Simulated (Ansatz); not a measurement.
Method: DFT PBE, scalar-relativistic, plane waves, PAW (Ansatz 0.2.0). All cells share a 420 eV cutoff and Γ-centred k meshes spaced at most about 0.3 Å⁻¹ (about 0.25 or finer for metals, 2π included). No spin polarisation.

These are static total energies at zero pressure.

Question: Which of these relaxed structures of MoH2 is the lowest in energy?
1.

Space group Fd-3m:1 (No. 227). a = 5.766 Å, b = 5.766 Å, c = 5.766 Å, α = 90.00°, β = 90.00°, γ = 90.00°
```
atom  site  symmetry       x       y       z
   H   16d      .-3m  0.1250  0.8750  0.3750
  Mo    8a      -43m  0.5000  0.0000  0.5000
```

2.

Space group P6_3/mmc (No. 194). a = 2.742 Å, b = 2.742 Å, c = 11.253 Å, α = 90.00°, β = 90.00°, γ = 120.00°
| atom | site | symmetry | x | y | z |
| --- | --- | --- | --- | --- | --- |
| H | 4e | 3m. | 0.0000 | 0.0000 | 0.6460 |
| Mo | 2c | -6m2 | 0.3333 | 0.6667 | 0.2500 |

3.

Space group P4/mmm (No. 123). a = 2.601 Å, b = 2.601 Å, c = 3.780 Å, α = 90.00°, β = 90.00°, γ = 90.00°
```tsv
atom	site	symmetry	x	y	z
H	2h	4mm	0.5000	0.5000	0.2552
Mo	1a	4/mmm	0.0000	0.0000	0.0000
```

4.

Space group F-43m (No. 216). a = 4.335 Å, b = 4.335 Å, c = 4.335 Å, α = 90.00°, β = 90.00°, γ = 90.00°
| atom | site | symmetry | x | y | z |
| --- | --- | --- | --- | --- | --- |
| H | 4c | -43m | 0.2500 | 0.2500 | 0.2500 |
| H | 4b | -43m | 0.5000 | 0.0000 | 0.0000 |
| Mo | 4a | -43m | 0.0000 | 0.0000 | 0.0000 |

Answer: 4. The next of these, cell 2, lies 143 meV/atom higher. Forms: cell 4 F-43m; cell 2 P6_3/mmc; cell 3 P4/mmm; cell 1 cubic Laves (C15) type, Fd-3m. Counting H atoms around Mo (those within 1.25 times the shortest such distance or 1.15 times the sum of covalent radii; a plus sign parts nearer from farther groups): cell 4 has Mo 4+6; cell 2 has Mo 6; cell 3 has Mo 8; cell 1 has Mo 12. All come from invented guesses. Shaken at random and relaxed again, cell 2 came back. The lowest form computed isn't among them: it has the fluorite type, space group Fm-3m (No. 225), 7.1 Å³/atom and lies 169 meV/atom below the best shown. Even the lowest of the cells shown lies +0.24 eV/atom against the elements.

Weakly bound directions are ill-defined at this level, which has no dispersion term (P6_3/mmc), and this can change margins and order among such cells. With hydrogen, zero-point motion can shift such differences by 10 meV/atom or more. Cells without such a test can be saddle points. Some candidate types were left out of the draw beforehand, so a known form may be missing.
